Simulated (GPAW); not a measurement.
Runs of GPAW 26.7.0 on BaTiO3. Symmetry: R3m, No. 160, trigonal system. The conventional cell has a = 5.655 Å, b = 5.655 Å, c = 6.955 Å, α = 90.00°, β = 90.00°, γ = 120.00°. Around Ba (site symmetry 3m) lie 12 O at 2.79 to 2.89 Å. Ti (site symmetry 3m) is surrounded by 6 O at 1.87 to 2.14 Å. Around O (site symmetry m) lie 2 Ti at 1.87 to 2.14 Å. 

```csv
task,level,potentials or basis,cell,k mesh,cutoff (eV),smearing,maxiter,optimizer,fmax,max steps,target pressure,gap on the mesh (eV),pressure (GPa),largest force (eV/Å)
relaxation of cell and atoms,PBEsol,"PAW data sets generated in the run's folder for this functional, pw",relaxed to 10 GPa,4 × 4 × 4,800,fermi-dirac 0.05 eV,150,BFGS,0.02 eV/Å,60,10 GPa,1.98,10.0,0.02
relaxation of cell and atoms,PBEsol,"PAW data sets generated in the run's folder for this functional, pw",relaxed to 30 GPa,4 × 4 × 4,800,fermi-dirac 0.05 eV,150,BFGS,0.02 eV/Å,60,30 GPa,1.93,30.1,0.02
dielectric tensor,PBE,"GPAW PAW data sets (gpaw-data 1.2.1), pw",as given,6 × 6 × 6,600,fermi-dirac 0.001 eV,150,-,-,-,-,2.42,-,-
single point,PBE,"GPAW PAW data sets (gpaw-data 1.2.1), pw",as given,6 × 6 × 6,600,fermi-dirac 0.05 eV,120,-,-,-,-,2.42,2.1,0.25
relaxation of cell and atoms,PBEsol,"PAW data sets generated in the run's folder for this functional, pw",relaxed to 5 GPa,4 × 4 × 4,800,fermi-dirac 0.05 eV,150,BFGS,0.02 eV/Å,60,5 GPa,(b),4.9,0.02
relaxation of cell and atoms,PBEsol,"PAW data sets generated in the run's folder for this functional, pw",relaxed,4 × 4 × 4,800,fermi-dirac 0.05 eV,150,BFGS,0.02 eV/Å,60,-,2.29,-0.2,0.02
relaxation of cell and atoms,PBEsol,"PAW data sets generated in the run's folder for this functional, pw",relaxed to 2 GPa,4 × 4 × 4,800,fermi-dirac 0.05 eV,150,BFGS,0.02 eV/Å,60,2 GPa,(a),2.1,0.01
relaxation of cell and atoms,PBEsol,"PAW data sets generated in the run's folder for this functional, pw",relaxed to 20 GPa,4 × 4 × 4,800,fermi-dirac 0.05 eV,150,BFGS,0.02 eV/Å,60,20 GPa,1.92,20.0,0.02
```

Alike in all rows: no spin polarisation.

Q: Estimate the missing entries.

A: (a) 2.23; (b) 2.11.

Caveats: spin-orbit coupling is left out, which moves the levels of the heavy elements; later steps reuse the first step's grids (some runs); the long-wavelength limit can be off by several per cent where d states take part (some runs); the cutoff is short for stress and forces, so pressures can be off by a GPa or more (some runs).

A k mesh can miss the band edges, and the runs leave out spin-orbit coupling on Ba.
